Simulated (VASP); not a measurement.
Results of a VASP single-point calculation on SnO2 (strained fluorite)

POSCAR

```
Sn O
 1.0000000000000000
     0.0000000000000000    2.5334669715999998    2.5334669715999998
     2.4037534626000001    0.0000000000000000    2.5334669715999998
     2.4037534626000001    2.5334669715999998    0.0000000000000000
 Sn  O
   1   2
Cartesian
  0.0000000000000000  0.0000000000000000  0.0000000000000000
  1.2018767313000001  1.2667334857999999  1.2667334857999999
  3.6056301939000002  3.8002004573999999  3.8002004573999999
```

- gap between bands v and c: 1.03 eV
- least direct gap: 2.22 eV

Band v is the last that the valence electrons fill when counted band by band, and c is the next. Levels in eV from the top of v:

```tsv
point	v−1	v	c	c+1
Γ	-2.18	-1.18	1.03	7.57
X	-0.67	-0.08	4.11	8.38
K	-0.94	-0.72	5.17	9.66
L	-2.75	-2.54	5.74	8.41
W	-0.96	-0.53	5.65	9.52
```

Problem. Which of these levels of theory gave these results?
A. PBE with spin–orbit coupling
B. LDA
C. r²SCAN
D. PBE0
E. PBE
F. HSE06
G. PBEsol

Solution. C.

The INCAR was:

```
ISMEAR = 0
NELM = 120
METAGGA = R2SCAN
LASPH = .TRUE.
EDIFF = 1E-7
LCHARG = .FALSE.
PREC = Accurate
ISIF = 2
IBRION = -1
LWAVE = .FALSE.
NBANDS = 20
ENCUT = 520
SIGMA = 0.01
NSW = 0
LREAL = .FALSE.
ALGO = Normal
```
